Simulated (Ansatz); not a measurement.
Cu:

```
Cu
1.0
     0.00000    1.80750    1.80750
     1.80750    0.00000    1.80750
     1.80750    1.80750    0.00000
Cu
1
Cartesian
  0.0000 0.0000 0.0000
```

```yaml
Program: Ansatz 0.2.0
Task: relaxation of cell and atoms
Functional: PBE
Dispersion: D4
Potentials_or_basis: Ansatz PAW
Cutoff: "420 eV (not typed: the program's choice for these potentials)"
k_mesh: 13 × 13 × 13
Occupations: fermi-dirac, width 0.05 eV
Spin: no spin polarisation
```

At the start: volume 11.81 Å³/atom.

Task: How do energy, volume and symmetry change on relaxing?

Result: It ends after 5 steps and the volume is 11.39 Å³/atom (-3.5 %); space group Fm-3m (No. 225, to 0.05 Å).

Step by step:
```
step  energy change (eV)  largest force (eV/Å)  volume (Å³)
   1              0.0000                0.0000        11.81
   2             -0.0057                0.0000        11.59
   3             -0.0075                0.0000        11.38
   4             -0.0075                0.0000        11.39
   5             -0.0072                0.0000        11.39
```

Final structure:
```yaml
crystal:
  lattice:
    - [0.00000, 1.78605, 1.78605]
    - [1.78605, 0.00000, 1.78605]
    - [1.78605, 1.78605, 0.00000]
  atoms:
    - { symbol: Cu, position: [0.00000, 0.00000, 0.00000] }
```

Caveat: the plane-wave basis is chosen anew once the cell has moved, so the energies of steps on either side of that aren't comparable; pairwise dispersion overbinds metals, which lowers pressure and volume.
